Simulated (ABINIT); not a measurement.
Co:

```
Co
1.0
     2.48736    0.00000    0.00000
    -1.24368    2.15412    0.00000
     0.00000    0.00000    4.06329
Co
2
Direct
  0.33333 0.66667 0.74014
  0.66667 0.33333 0.25986
```

Base run:

| Quantity | Value |
| --- | --- |
| Program | ABINIT 10.8.3 (patched build) |
| Functional | PBEsol |
| Potentials or basis | PseudoDojo NC SR PBEsol v0.4.1 standard |
| Cutoff | 1143 eV |
| k mesh | 16 × 16 × 10, shifted |
| Occupations | fermi-dirac, width 0.136 eV |
| Spin | collinear spin, ferromagnetic start |
| Starting moments | [2.0, 2.0] μB |

Its results: pressure -13.3 GPa; net moment 3.20 μB per cell; site moments Co +1.67 μB; largest force 0.506 eV/Å.

Task: The run is repeated on the same cell with these changes: k mesh from 16 × 16 × 10, shifted to 9 × 9 × 5; occupations from fermi-dirac, width 0.136 eV to fermi-dirac, width 0.05 eV. What comes out?

Result: Pressure -14.6 GPa; net moment 3.10 μB per cell; site moments Co +1.63 μB; largest force 0.454 eV/Å.
